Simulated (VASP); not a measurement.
# Al8N7 (a cell with a defect): single point with PBE

Crystal: Al8N7 (a cell with a defect).

```
CELL_PARAMETERS angstrom
0.00000 4.07053 -4.07053
4.07053 4.07053 0.00000
4.07053 0.00000 -4.07053
ATOMIC_POSITIONS crystal
Al 0.25000 0.75000 0.25000
Al 0.25000 0.25000 0.25000
Al 0.75000 0.75000 0.25000
Al 0.75000 0.25000 0.25000
Al 0.25000 0.75000 0.75000
Al 0.25000 0.25000 0.75000
Al 0.75000 0.75000 0.75000
Al 0.75000 0.25000 0.75000
N 0.51535 0.85965 0.01535
N 0.00000 0.50000 0.00000
N 0.00000 0.00000 0.00000
N 0.50000 0.50000 0.50000
N 0.50000 0.00000 0.50000
N 0.00000 0.50000 0.50000
N 0.00000 0.00000 0.50000
```

The cell isn't the ideal one: N vacancy; atom 9 moved 0.250 of the way to it and -0.125 Å across, host rigid.

| Property | Result |
| --- | --- |
| Program | VASP 6.6.1 |
| Task | single point |
| Functional | PBE |
| Potentials or basis | VASP PAW PBE potentials, release 64 (Al, N) |
| Cutoff | 520 eV |
| k mesh | 4 × 4 × 4 |
| Occupations | gaussian, width 0.05 eV |
| Spin | no spin polarisation |

```
Largest force          : 8.434 eV/Å
Band gap on the k mesh : none (metal or under the smearing width)
```

Forces on the atoms (eV/Å):
```
Al   4.734 -6.961  0.517
Al   1.275 -2.988 -0.021
Al  -0.405 -0.405 -0.701
Al   0.024  0.024 -2.809
Al  -0.111 -0.111  2.810
Al  -0.331 -0.331  0.657
Al  -6.961  4.734  0.517
Al  -2.988  1.275 -0.021
N    5.639  5.639  0.353
N   -1.053  0.307 -1.722
N    0.202 -0.545  1.069
N    0.307 -1.053 -1.722
N   -0.545  0.202  1.069
N    0.081  0.081  0.003
N    0.134  0.134  0.001
```

Levels at points of the mesh, in eV from the Fermi level:
| k point | band 24 | band 25 | band 26 | band 27 | band 28 | band 29 | band 30 | band 31 | band 32 | band 33 |
| --- | --- | --- | --- | --- | --- | --- | --- | --- | --- | --- |
| (0.00, 0.00, 0.00) | -0.67 | -0.57 | -0.55 | -0.06 | 0.19 | 0.27 | 3.96 | 5.47 | 5.56 | 5.68 |
| (0.50, 0.00, 0.00) | -1.36 | -0.96 | -0.62 | -0.10 | 0.01 | 0.02 | 2.32 | 4.57 | 5.40 | 6.07 |
| (0.00, 0.50, 0.00) | -1.41 | -0.73 | -0.71 | -0.39 | -0.37 | 0.17 | 2.45 | 4.57 | 5.44 | 6.98 |
| (0.50, 0.50, 0.50) | -1.22 | -0.75 | -0.72 | -0.42 | -0.38 | 0.17 | 2.39 | 4.72 | 5.44 | 6.16 |
| (0.50, 0.50, 0.00) | -0.90 | -0.82 | -0.73 | -0.70 | -0.26 | 0.67 | 2.43 | 3.93 | 4.64 | 6.42 |
| (0.50, 0.00, 0.50) | -1.11 | -1.06 | -0.71 | -0.65 | -0.43 | 0.33 | 2.05 | 4.45 | 4.79 | 6.59 |

Run time: 4.6 min on 1 thread of Intel(R) Xeon(R) Platinum 8559C (Emerald Rapids), on a shared host, peak memory 0.34 GiB.

Caveat: the cell carries a net charge on a neutralising background, which shifts energy and pressure; the cell is charged against a uniform background, so pressure and absolute levels hang on convention.
